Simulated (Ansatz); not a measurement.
**MoSe2: band structure with rPW86-PBE**

Crystal: MoSe2.

```
CELL_PARAMETERS angstrom
3.28800 0.00000 0.00000
-1.64400 2.84749 0.00000
0.00000 0.00000 12.90000
ATOMIC_POSITIONS crystal
Mo 0.66667 0.33333 0.75000
Mo 0.33333 0.66667 0.25000
Se 0.66667 0.33333 0.37500
Se 0.33333 0.66667 0.87500
Se 0.66667 0.33333 0.12500
Se 0.33333 0.66667 0.62500
```

* Program: Ansatz 0.2.0
* Task: band structure
* Functional: rPW86-PBE
* Potentials or basis: Ansatz PAW
* Cutoff: 420 eV (not typed: the program's choice for these potentials)
* k mesh: 9 × 9 × 2
* Occupations: fermi-dirac, width 0.05 eV
* Spin: no spin polarisation
* Path: [["G", "M", "K", "G", "A", "L", "H", "A"], ["L", "M"], ["K", "H"]]
* Points for each segment of the path: 14

```json
{"Pressure": "14.4 GPa", "Largest force": "1.643 eV/Å", "Band gap on the k mesh": "0.88 eV, indirect (least direct gap 1.38 eV)", "Band gap along the path": "0.84 eV, indirect (least direct gap 1.38 eV)"}
```

Forces on the atoms (eV/Å):
```
Mo   0.000  0.000  0.000
Mo   0.000  0.000  0.000
Se   0.000  0.000  1.643
Se   0.000  0.000  1.643
Se   0.000  0.000 -1.643
Se   0.000  0.000 -1.643
```

Stress tensor (GPa, compression positive):
```
12.92  0.00  0.00
 0.00 12.92  0.00
 0.00  0.00 17.25
```

Levels at the corners of the path, in eV from the valence-band top:
```csv
point,band 44,band 45,band 46,band 47,band 48,band 49
Γ,-1.08,-0.87,0.00,2.40,2.40,2.45
M,-1.29,-1.20,-1.19,1.35,1.40,1.71
K,-2.46,-0.67,-0.50,0.88,0.88,1.76
Γ,-1.08,-0.87,0.00,2.40,2.40,2.45
A,-1.85,-0.19,-0.19,2.42,2.42,2.42
L,-1.30,-1.23,-1.23,1.37,1.37,1.85
H,-2.61,-0.60,-0.60,0.88,0.88,2.21
A,-1.85,-0.19,-0.19,2.42,2.42,2.42
L,-1.30,-1.23,-1.23,1.37,1.37,1.85
M,-1.29,-1.20,-1.19,1.35,1.40,1.71
K,-2.46,-0.67,-0.50,0.88,0.88,1.76
H,-2.61,-0.60,-0.60,0.88,0.88,2.21
```

It took 37 s on 2 threads of Intel(R) Xeon(R) Processor @ 2.50GHz (Skylake/Cascade Lake) (shared host), peak memory 0.76 GiB.

Caveat: the cell's inner coordinates are idealised or old, which leaves forces on the atoms; the PAW data sets come from PBE, with cores solved anew for the run's functional, which leaves a small shift of forces and pressure.
